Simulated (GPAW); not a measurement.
Here is a GPAW 26.7.0 calculation.

File run.py:

```python
from ase.dft.bandgap import bandgap
from ase.io import read, write
from ase.units import GPa
from gpaw import GPAW, PW

atoms = read('POSCAR')

calc = GPAW(mode=PW(450),
            xc='PBE',
            kpts={'size': (6, 6, 6), 'gamma': True},
            occupations={'name': 'fermi-dirac', 'width': 0.05},
            nbands=18,
            convergence={'density': 1e-05, 'energy': 1e-05},
            maxiter=80,
            txt='gpaw.txt')
atoms.calc = calc
energy = atoms.get_potential_energy()
forces = atoms.get_forces()
stress = atoms.get_stress()
calc.write('gs.gpw')
write('result.traj', atoms)
print(f'Energy: {energy:.6f} eV')
print('Forces (eV/A):')
print(forces.round(4))
print('Stress (GPa):', (stress / GPa).round(3))
print('Fermi level:', round(calc.get_fermi_level(), 4), 'eV')
print(f'Gap: {bandgap(calc)[0]:.4f} eV, direct: {bandgap(calc, direct=True)[0]:.4f} eV')
```

POSCAR

```
InAs
1.0
    0.0000000000      3.0180000000      3.0180000000
    3.0180000000      0.0000000000      3.0180000000
    3.0180000000      3.0180000000      0.0000000000
In As
1 1
Direct
    0.0000000000      0.0000000000      0.0000000000
    0.7500000000      0.7500000000      0.7500000000
```

Potentials or basis: GPAW PAW data sets (gpaw-data 1.2.1), pw.

Command:

```bash
$ OMP_NUM_THREADS=1 python run.py
```

(1) Estimate the band gap on the k mesh.

(2) What does it give for the pressure?

## Answers

(1) none (metal or under the smearing width).

(2) 3.1 GPa.

Caveat: the cutoff is short for stress and forces, so pressures can be off by a GPa or more; this crystal is a semiconductor, whose small gap the functional closes, so the metal is an error of the method.

**Measured values to compare with.**

From a printed reference work, data compilation, for a bulk crystal of InAs at 4.2 K: band gap 0.418 eV (direct).

Against the measured gap of InAs, 0.418 eV (direct; 4.2 K; a printed reference work, data compilation), the calculated 0.00 eV is off by -0.42 eV. Spin-orbit coupling on As, In is left out. The value is that of PBE on a finite k mesh, which can miss the band edges, without temperature or zero-point motion. Semilocal functionals fall short of measured gaps as a rule.
